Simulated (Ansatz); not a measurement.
**Nuclear-site quantities of BaTiO3 as the cell is scaled**

```yaml
crystal:
  lattice:
    - [3.98410, 0.00000, 0.00000]
    - [0.00000, 2.83705, 2.84580]
    - [0.00000, -2.83705, 2.84580]
  atoms:
    - { symbol: Ba, position: [0.00000, 0.00000, 0.00000] }
    - { symbol: Ti, position: [0.50000, 0.50790, 0.50790] }
    - { symbol: O, position: [0.00000, 0.49210, 0.49210] }
    - { symbol: O, position: [0.50000, 0.50251, 0.99371] }
    - { symbol: O, position: [0.50000, 0.99371, 0.50251] }
```

Atoms are numbered in the order listed.

The cell comes from COD entry 9016084, which wasn't checked; take it as a given geometry.

Spin–orbit coupling is left out, though it moves levels of the heavy atoms by tenths of an eV or more.

Theory: Ansatz 0.2.0, DFT, PBEsol, all-electron PAW with datasets made for the crystal, scalar-relativistic.

Settings: a Γ-centred 8×8×8 k mesh, Fermi–Dirac smearing of 0.05 eV, cutoff 560 eV (chosen by the program for this cell), no spin polarisation.

The contact density is the mean electron density over the nuclear volume; its changes follow the s electrons' response to bonding and compression. Changes below are taken from the unscaled cell, where it is 2.06225e+06 e/Å³ at Ba1, 56691.5 e/Å³ at Ti2, 2144.4 e/Å³ at O3, 2144.43 e/Å³ at O4.

Volumes at which the program chose other datasets or cutoffs are left out.

The datasets are made afresh for each cell, so very small changes are uncertain. Scalar relativity leaves out the p1/2 density at heavy nuclei.

(1) Does compression raise or lower the contact density at Ti2?

(2) Tabulate the changes with volume.

## Answers

(1) It raises it, by 0.48 e/Å³ over the whole range.

(2) 
```csv
V/V(cell),P (GPa),Δρ(0) Ba1 (e/Å³),Δρ(0) Ti2 (e/Å³),Δρ(0) O3 (e/Å³),Δρ(0) O4 (e/Å³)
0.9800,-1.0,0.35,0.33,-0.06,-0.06
0.9900,-2.7,0.17,0.17,-0.03,-0.03
1.0000,-4.3,0.00,0.00,0.00,0.00
1.0100,-5.9,-0.17,-0.15,0.03,0.03
```
